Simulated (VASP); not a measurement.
# Mesh, vacuum, cutoff and functional for a single sheet of PtSe2, part 4 of 4

Aim: find which settings matter for a slab model of a single sheet of PtSe2, and what they cost.

VASP 6.6.1, plane waves and PAW; the level of theory is named at each step.

So far, highest filled level below the vacuum (eV): step 2 (the base run, PBE) 5.76; step 11 (a lower cutoff, ENCUT 210, PBE) 5.76; step 12 (a lower cutoff, ENCUT 280, PBE) 5.75; step 13 (another smearing width, SIGMA 0.02, PBE) 5.76; step 15 (another level, functional LDA, disp none) 6.01.

## 16. Another level, functional PBEsol, disp none

This step: PBEsol; plane waves and PAW (Se, Pt) (VASP 6.6.1).

Contents of INCAR:

```
SYSTEM = PtSe2
PREC = Normal
ENCUT = 350
EDIFF = 1E-06
NELM = 120
ISMEAR = 0
SIGMA = 0.05
LREAL = .FALSE.
ALGO = Normal
GGA = PS
NBANDS = 17
LASPH = .TRUE.
LORBIT = 11
LWAVE = .FALSE.
LCHARG = .FALSE.
KPAR = 4
IDIPOL = 3
LDIPOL = .TRUE.
DIPOL = 0.5 0.5 0.5
LVHAR = .TRUE.
LVACPOTAV = .TRUE.
```

Contents of POSCAR:

```
PtSe2
1.0
    3.7240000000      0.0000000000      0.0000000000
   -1.8620000000      3.2250786040      0.0000000000
    0.0000000000      0.0000000000     17.5310000000
Se Pt
2 1
Direct
    0.3333333330      0.6666666670      0.5721864130
    0.6666666670      0.3333333330      0.4278135870
    0.0000000000      0.0000000000      0.5000000000
```

Contents of KPOINTS:

```
Automatic mesh
0
Gamma
9 9 1
0 0 0
```

Potentials, in the order of the species: Se and Pt (PBE family, release 64).

Run with:

```bash
$ mpirun -np 4 vasp_std
```

The program printed:

```text
[banner, memory and clock lines left out]
running    4 mpi-ranks, on    1 nodes
[...]
[... a notice as in an earlier step ...]

 LDA part: xc-table for (Slater+PW92), standard interpolation
 POSCAR, INCAR and KPOINTS ok, starting setup
[...]
entering main loop
       N       E                     dE             d eps       ncg     rms          rms(c)
DAV:   1     0.136032289171E+03    0.13603E+03   -0.64266E+03   408   0.714E+02
DAV:   2    -0.446052146058E+01   -0.14049E+03   -0.13435E+03   555   0.163E+02
DAV:   3    -0.165082340828E+02   -0.12048E+02   -0.11973E+02   485   0.577E+01
DAV:   4    -0.167026968897E+02   -0.19446E+00   -0.19431E+00   532   0.826E+00
[...]
DAV:  19    -0.157735343852E+02   -0.24141E-05   -0.96165E-08   445   0.188E-03    0.176E-03
DAV:  20    -0.157735399457E+02   -0.55605E-05   -0.33775E-07   396   0.290E-03    0.146E-03
DAV:  21    -0.157735407240E+02   -0.77833E-06   -0.23355E-08   438   0.930E-04
 [... a notice as in an earlier step ...]

   1 F= -.15773541E+02 E0= -.15773541E+02  d E =-.401143E-11
```

The job ended after 6.4 s (4 MPI ranks of Intel Xeon Platinum 8488C (Sapphire Rapids), shared host; peak memory 0.66 GiB).

Parts of OUTCAR (step 16):

```text
  Total       -0.0655763     -0.0655763      0.4465472      0.0000000      0.0000000      0.0000000
  in kB       -0.4990006     -0.4990006      3.3979838      0.0000000      0.0000000      0.0000000
  external PRESSURE =       0.7999942 kB  Pullay stress =       0.0000000 kB

 POSITION                                       TOTAL-FORCE (eV/Angst)
 -----------------------------------------------------------------------------------
     -0.00000      2.15005     10.03100         0.000000     -0.000000      0.209973
      1.86200      1.07503      7.50000        -0.000000      0.000000     -0.209973
      0.00000      0.00000      8.76550         0.000000      0.000000      0.000000
 -----------------------------------------------------------------------------------
    total drift:                                0.000000     -0.000000     -0.000000

  FREE ENERGIE OF THE ION-ELECTRON SYSTEM (eV)
  ---------------------------------------------------
  free  energy   TOTEN  =       -15.7735407240 eV

  energy  without entropy=      -15.7735407240  energy(sigma->0) =      -15.77354072

[... 2 parts as in an earlier step ...]

[... 1 further part left out ...]
[key lines of the parts left out:]
E-fermi :  -2.3653
```

The PAW data sets were made with PBE, which is usual practice but a small mismatch for other functionals.

Against the base run its depth below the vacuum changes by +0.03 eV.

## 17. Another level, functional RPBE, disp none

This step: RPBE; plane waves and PAW (Se, Pt) (VASP 6.6.1).

Changes to INCAR since step 16:

```diff
@@ -9,3 +9,3 @@
 ALGO = Normal
-GGA = PS
+GGA = RP
 NBANDS = 17
```

POSCAR is that of step 16.

KPOINTS is that of step 16.

Run with:

```bash
$ mpirun -np 4 vasp_std
```

The program printed:

```text
[... set-up lines as in an earlier step ...]
 entering main loop
       N       E                     dE             d eps       ncg     rms          rms(c)
DAV:   1     0.137648819819E+03    0.13765E+03   -0.64074E+03   408   0.713E+02
DAV:   2    -0.191871060244E+01   -0.13957E+03   -0.13345E+03   563   0.161E+02
DAV:   3    -0.136277704066E+02   -0.11709E+02   -0.11639E+02   481   0.572E+01
DAV:   4    -0.138092329456E+02   -0.18146E+00   -0.18131E+00   525   0.796E+00
[...]
DAV:  17    -0.130347199813E+02   -0.48435E-05   -0.92209E-07   413   0.626E-03    0.685E-03
DAV:  18    -0.130347263295E+02   -0.63482E-05   -0.41890E-06   456   0.935E-03    0.585E-03
DAV:  19    -0.130347272640E+02   -0.93447E-06   -0.24529E-07   431   0.274E-03
 [... a notice as in an earlier step ...]

   1 F= -.13034727E+02 E0= -.13034727E+02  d E =-.126661E-10
```

Wall time 6 s (4 MPI ranks); peak memory 0.67 GiB; 19 s of CPU time.

OUTCAR, selected parts (step 17):

```text
  Total        2.7537664      2.7537664      2.1115617      0.0000000      0.0000000      0.0000000
  in kB       20.9546789     20.9546789     16.0678474      0.0000000      0.0000000      0.0000000
  external PRESSURE =      19.3257351 kB  Pullay stress =       0.0000000 kB

 POSITION                                       TOTAL-FORCE (eV/Angst)
 -----------------------------------------------------------------------------------
     -0.00000      2.15005     10.03100        -0.000000      0.000000      0.866860
      1.86200      1.07503      7.50000        -0.000000     -0.000000     -0.866860
      0.00000      0.00000      8.76550         0.000000      0.000000      0.000000
 -----------------------------------------------------------------------------------
    total drift:                                0.000000     -0.000000     -0.000000

  FREE ENERGIE OF THE ION-ELECTRON SYSTEM (eV)
  ---------------------------------------------------
  free  energy   TOTEN  =       -13.0347272640 eV

  energy  without entropy=      -13.0347272640  energy(sigma->0) =      -13.03472726

[... 2 parts as in an earlier step ...]

[... 1 further part left out ...]
[key lines of the parts left out:]
E-fermi :  -2.2279
```

Against the base run its depth below the vacuum changes by -0.09 eV.

## 18. Another level, functional optB88-vdW, disp nonlocal

This step: optB88-vdW; plane waves and PAW (Se, Pt) (VASP 6.6.1).

Changes to INCAR since step 17:

```diff
@@ -9,5 +9,9 @@
 ALGO = Normal
-GGA = RP
+GGA = BO
+AGGAC = 0
+LUSE_VDW = .TRUE.
+PARAM1 = 0.1833333333
+PARAM2 = 0.22
+LASPH = .TRUE.
 NBANDS = 17
-LASPH = .TRUE.
 LORBIT = 11
```

POSCAR is that of step 17.

KPOINTS is that of step 17.

Run with:

```bash
$ mpirun -np 4 vasp_std
```

The program printed:

```text
[banner, memory and clock lines left out]
running    4 mpi-ranks, on    1 nodes
[...]
|                                                                             |
|               ----> ADVICE to this user running VASP <----                  |
|                                                                             |
|     You have switched on vdW-DFT.                                           |
|     This routine was written and supplied by Jiri Klimes. We recommend      |
|     that you carefully read and cite the following publications:            |
|       J. Klimes, D.R. Bowler, A. Michelides                                 |
|          J. Phys.: Cond Matt. 22 022201 (2010)                              |
|       J. Klimes, D.R. Bowler, A. Michelides                                 |
|          Phys. Rev. B. 83, 195131 (2011)                                    |
|     and references therein.                                                 |
|                                                                             |

 [... a notice as in an earlier step ...]

 LDA part: xc-table for (Slater+PW92), standard interpolation
 POSCAR, INCAR and KPOINTS ok, starting setup
[...]
entering main loop
       N       E                     dE             d eps       ncg     rms          rms(c)
DAV:   1     0.137240965517E+03    0.13724E+03   -0.63403E+03   408   0.713E+02
DAV:   2     0.322898932884E+01   -0.13401E+03   -0.12725E+03   588   0.156E+02
DAV:   3    -0.865231202237E+01   -0.11881E+02   -0.11823E+02   504   0.572E+01
DAV:   4    -0.881601407843E+01   -0.16370E+00   -0.16358E+00   501   0.765E+00
[...]
DAV:  22    -0.796703942128E+01   -0.24006E-05   -0.55362E-06   344   0.178E-02    0.286E-04
DAV:  23    -0.796704161017E+01   -0.21889E-05   -0.30536E-06   328   0.130E-02    0.552E-04
DAV:  24    -0.796704150336E+01    0.10682E-06   -0.31070E-06   392   0.164E-02
 [... a notice as in an earlier step ...]

   1 F= -.79670415E+01 E0= -.79670415E+01  d E =-.651040E-13
```

Elapsed: 43 s, on 4 MPI ranks; peak memory 1.4 GiB; 2.8 min of CPU time.

Parts of OUTCAR (step 18):

```text
  Total        2.1594279      2.1594279      2.3548455     -0.0000000      0.0000000      0.0000000
  in kB       16.4320829     16.4320829     17.9191060     -0.0000000      0.0000000      0.0000000
  external PRESSURE =      16.9277573 kB  Pullay stress =       0.0000000 kB

 POSITION                                       TOTAL-FORCE (eV/Angst)
 -----------------------------------------------------------------------------------
     -0.00000      2.15005     10.03100         0.000000     -0.000000      0.968834
      1.86200      1.07503      7.50000        -0.000000      0.000000     -0.968834
      0.00000      0.00000      8.76550         0.000000     -0.000000      0.000000
 -----------------------------------------------------------------------------------
    total drift:                               -0.000000     -0.000000      0.000000

  FREE ENERGIE OF THE ION-ELECTRON SYSTEM (eV)
  ---------------------------------------------------
  free  energy   TOTEN  =        -7.9670415034 eV

  energy  without entropy=       -7.9670415034  energy(sigma->0) =       -7.96704150

[... 2 parts as in an earlier step ...]

[... 1 further part left out ...]
[key lines of the parts left out:]
E-fermi :  -2.5147
```

Against the base run its depth below the vacuum changes by +0.26 eV.

## 19. Another level, functional r2SCAN, disp none

This step: r2SCAN; plane waves and PAW (Se, Pt) (VASP 6.6.1).

Changes to INCAR since step 18:

```diff
@@ -9,7 +9,3 @@
 ALGO = Normal
-GGA = BO
-AGGAC = 0
-LUSE_VDW = .TRUE.
-PARAM1 = 0.1833333333
-PARAM2 = 0.22
+METAGGA = R2SCAN
 LASPH = .TRUE.
```

POSCAR is that of step 18.

KPOINTS is that of step 18.

Run with:

```bash
$ mpirun -np 4 vasp_std
```

The program printed:

```text
[banner, memory and clock lines left out]
running    4 mpi-ranks, on    1 nodes
[...]
[... a notice as in an earlier step ...]

 LDA part: xc-table for (None), standard interpolation
 POSCAR, INCAR and KPOINTS ok, starting setup
[...]
entering main loop
       N       E                     dE             d eps       ncg     rms          rms(c)
DAV:   1     0.675585404210E+02    0.67559E+02   -0.65183E+03   408   0.718E+02
DAV:   2    -0.752958020334E+02   -0.14285E+03   -0.13724E+03   554   0.166E+02
DAV:   3    -0.873441649577E+02   -0.12048E+02   -0.11976E+02   492   0.584E+01
DAV:   4    -0.875200884305E+02   -0.17592E+00   -0.17579E+00   516   0.790E+00
[...]
DAV:  19    -0.814134609170E+02    0.97907E-05   -0.72036E-07   398   0.919E-03    0.950E-04
DAV:  20    -0.814134621983E+02   -0.12813E-05   -0.16683E-07   410   0.463E-03    0.458E-04
DAV:  21    -0.814134621182E+02    0.80084E-07   -0.27435E-07   337   0.615E-03
 [... a notice as in an earlier step ...]

   1 F= -.81413462E+02 E0= -.81413462E+02  d E =-.862241E-18
```

Elapsed: 17 s, on 4 MPI ranks; peak memory 0.7 GiB; 64 s of CPU time.

OUTCAR, selected parts (step 19):

```text
  Total        0.5883237      0.5883237      1.2672280      0.0000000      0.0000000      0.0000000
  in kB        4.4768262      4.4768262      9.6429226      0.0000000      0.0000000      0.0000000
  external PRESSURE =       6.1988583 kB  Pullay stress =       0.0000000 kB

 POSITION                                       TOTAL-FORCE (eV/Angst)
 -----------------------------------------------------------------------------------
     -0.00000      2.15005     10.03100        -0.000000      0.000000      0.539170
      1.86200      1.07503      7.50000         0.000000     -0.000000     -0.539170
      0.00000      0.00000      8.76550         0.000000      0.000000      0.000000
 -----------------------------------------------------------------------------------
    total drift:                               -0.000000     -0.000000     -0.000000

  FREE ENERGIE OF THE ION-ELECTRON SYSTEM (eV)
  ---------------------------------------------------
  free  energy   TOTEN  =       -81.4134621182 eV

  energy  without entropy=      -81.4134621182  energy(sigma->0) =      -81.41346212

[... 2 parts as in an earlier step ...]

[... 1 further part left out ...]
[key lines of the parts left out:]
E-fermi :  -2.5215
```

Against the base run its depth below the vacuum changes by +0.28 eV.

## 20. Comparing the runs

Times are for 4 MPI ranks of Intel Xeon Platinum 8488C (Sapphire Rapids), shared host. The runs compared:

| no. | functional | highest filled level below the vacuum (eV) | time | memory (GiB) |
| --- | --- | --- | --- | --- |
| 1 | LDA | 6.006 | 5.2 s | 0.61 |
| 2 | PBEsol | 5.789 | 6.4 s | 0.66 |
| 3 | RPBE | 5.667 | 6 s | 0.67 |
| 4 | optB88-vdW | 6.021 | 43 s | 1.4 |
| 5 | r2SCAN | 6.035 | 17 s | 0.7 |

## 21. With spin orbit coupling

This step: PBE, spin-orbit coupling; plane waves and PAW (Se, Pt) (VASP 6.6.1).

For heavy elements spin-orbit coupling shifts the highest filled levels.

Changes to INCAR since step 19:

```diff
@@ -9,5 +9,10 @@
 ALGO = Normal
-METAGGA = R2SCAN
+GGA = PE
+LNONCOLLINEAR = .TRUE.
+MAGMOM = 0 0 0 0 0 0 0 0 0
+NBANDS = 34
+GGA_COMPAT = .FALSE.
 LASPH = .TRUE.
-NBANDS = 17
+LSORBIT = .TRUE.
+LMAXMIX = 4
 LORBIT = 11
```

POSCAR is that of step 19.

KPOINTS is that of step 19.

Run with:

```bash
$ mpirun -np 4 vasp_ncl
```

The program printed:

```text
[... set-up lines as in an earlier step ...]
 entering main loop
       N       E                     dE             d eps       ncg     rms          rms(c)
DAV:   1     0.140662686566E+03    0.14066E+03   -0.62758E+03   816   0.722E+02
DAV:   2    -0.357509648097E-02   -0.14067E+03   -0.13200E+03  1176   0.166E+02
DAV:   3    -0.152173750409E+02   -0.15214E+02   -0.14967E+02  1008   0.618E+01
DAV:   4    -0.155424829099E+02   -0.32511E+00   -0.32439E+00  1016   0.990E+00
[...]
DAV:  21    -0.146519993504E+02   -0.19681E-05   -0.26682E-08   654   0.925E-04    0.214E-04
DAV:  22    -0.146520004174E+02   -0.10670E-05   -0.18571E-08   618   0.529E-04    0.661E-05
DAV:  23    -0.146520005889E+02   -0.17154E-06   -0.47678E-09   694   0.261E-04
 [... a notice as in an earlier step ...]

   1 F= -.14652001E+02 E0= -.14652001E+02  d E =-.302235E-14  mag=    -0.0000    -0.0000     0.0000
```

Elapsed: 25 s, on 4 MPI ranks; peak memory 1.3 GiB; 92 s of CPU time.

From OUTCAR (step 21):

```text
  Total        1.8627101      1.8627101      1.6836106      0.0000000      0.0000000      0.0000000
  in kB       14.1742202     14.1742202     12.8113698      0.0000000      0.0000000      0.0000000
  external PRESSURE =      13.7199367 kB  Pullay stress =       0.0000000 kB

 POSITION                                       TOTAL-FORCE (eV/Angst)
 -----------------------------------------------------------------------------------
     -0.00000      2.15005     10.03100         0.000000      0.000000      0.699069
      1.86200      1.07503      7.50000        -0.000000      0.000000     -0.699069
      0.00000      0.00000      8.76550        -0.000000      0.000000      0.000000
 -----------------------------------------------------------------------------------
    total drift:                                0.000000     -0.000000     -0.000000

  FREE ENERGIE OF THE ION-ELECTRON SYSTEM (eV)
  ---------------------------------------------------
  free  energy   TOTEN  =       -14.6520005889 eV

  energy  without entropy=      -14.6520005889  energy(sigma->0) =      -14.65200059

 magnetization (x)
# of ion       s       p       d       tot
------------------------------------------
    1        0.000   0.000   0.000   0.000
    2        0.000   0.000   0.000   0.000
    3        0.000   0.000   0.000   0.000
--------------------------------------------------
tot          0.000   0.000   0.000   0.000

 magnetization (y)
# of ion       s       p       d       tot
------------------------------------------
    1        0.000  -0.000  -0.000  -0.000
    2       -0.000  -0.000  -0.000  -0.000
    3        0.000   0.000  -0.000  -0.000
--------------------------------------------------
tot         -0.000  -0.000  -0.000  -0.000

 magnetization (z)
# of ion       s       p       d       tot
------------------------------------------
    1        0.000   0.000   0.000   0.000
    2        0.000   0.000   0.000   0.000
    3        0.000   0.000   0.000   0.000
--------------------------------------------------
tot          0.000   0.000   0.000   0.000

[... 1 part as in an earlier step ...]

[... 2 further parts left out ...]
[key lines of the parts left out:]
E-fermi :  -2.0830
```

Numbers from this step:

```
electronic cycles                                 : 23
free energy (TOTEN)                               : -14.65 eV
Fermi energy                                      : -2.083 eV
vacuum levels                                     : 3.228, 3.228 eV
ionisation potentials of the upper and lower face : 5.563, 5.563 eV
electron affinities of the upper and lower face   : 4.285, 4.285 eV
highest filled level below the vacuum             : 5.563 eV
gap on the k-mesh                                 : 1.278 eV
least direct gap on the k-mesh                    : 1.401 eV
```

The spin moment in the PAW sphere vanishes on all atoms.

Against the base run its depth below the vacuum changes by -0.19 eV.

## 22. The ladder

Times are for 4 MPI ranks of Intel Xeon Platinum 8488C (Sapphire Rapids), shared host. Results by setting:

```csv
no.,run,electronic cycles,bands,free energy (TOTEN) (eV),eigenvalues first band,highest filled level below the vacuum (eV),time,memory (GiB)
1,base run,23,17,-14.26,1,5.757,7.2 s,0.67
2,series over the cutoff,19,17,-14.22,1,5.759,4.2 s,0.5
3,series over the cutoff,19,17,-14.27,1,5.749,4.8 s,0.58
4,series over the smearing,23,17,-14.26,1,5.757,7 s,0.66
5,series over the smearing,23,17,-14.26,1,5.757,7 s,0.67
6,with spin orbit coupling,23,34,-14.65,11,5.563,25 s,1.3
```

## 23. All runs together

This step: slab, study of settings, base PBE; plane waves and PAW (VASP 6.6.1).

No new run; the numbers come from the runs before.

This step gave:

```
highest filled level below the vacuum : 5.757 eV
```

Energies of other functionals are not comparable and are left out. All runs:

```csv
change from the base run,level below the vacuum (eV),shift (eV),energy change (meV/atom),core seconds
base,5.757,0,0,28.8
mesh 3 x 3,5.62,-0.137,-34.8,16.8
mesh 6 x 6,5.704,-0.053,-0.2,23.2
mesh 12 x 12,5.698,-0.059,-0.2,34.4
vacuum 5 A,-,-,3.3,12.8
vacuum 8 A,5.717,-0.04,0.7,16
vacuum 24 A,5.757,0,-0.2,44.8
cutoff 210 eV,5.759,0.002,11.3,16.8
cutoff 280 eV,5.749,-0.008,-3.5,19.2
smearing 0.02 eV,5.757,0,0,28
smearing 0.4 eV,5.757,0,0.4,28
LDA,6.006,0.249,-,20.8
PBEsol,5.789,0.032,-,25.6
RPBE,5.668,-0.09,-,24
optB88-vdW,6.021,0.264,-,172
r2SCAN,6.035,0.278,-,69.6
spin-orbit coupling,5.563,-0.194,-,100
```

## 24. Results

```yaml
highest_filled_level_below_the_vacuum: 5.76 eV
```

The base run puts the highest filled level 5.76 eV below the vacuum at the upper face. Among the meshes tried the largest shift is -0.14 eV (mesh 3 x 3, at 0.58 times the cost). Among the vacuum widths the largest shift is -0.04 eV (vacuum 8 A, at 0.56 times the cost). The lower cutoffs shift it by about 0.01 eV or less. The smearing widths shift it by about 0.01 eV or less. With vacuum 5 A the program printed no vacuum level, so no level is given there, and the line on vacuum widths holds for the others alone. The densest mesh still moves the level by -0.06 eV, so the base mesh is converged no better than that. The functionals span 0.37 eV, from RPBE to r2SCAN. Where the program printed no vacuum level, the number is read from the planar average about a third of the way across the gap. The program warns that it found no field-free region at its default tolerance, also in runs whose level could not be checked against a flat part of the potential; that adds doubt to those levels. The thickness of the slab was not varied, and the small cell can't reconstruct. Costs come from a shared host, and the base run also writes a finer density of states, so small ratios mean little. All runs hold the atoms as cut and share one family of PAW data sets, so relaxation and each functional's own lattice are left out.

[Lines on the potential files, build, host, timing and source positions are cut from VASP's logs without a mark.]

[Logs are printed without paths, hosts, clocks, repeated set-up lines and the standing remarks that a program may print on its own settings, such as how far it seeks lower states.]

[Hosts, paths, dates, database ids (printed as entryN), source tags and the programs' standing remarks are cut or masked in the printed files.]

[In band tables of VASP the shares of atoms and orbitals are scaled to a sum of 1 inside the atoms' spheres.]

[Runs that stopped without an error message from VASP are left out.]
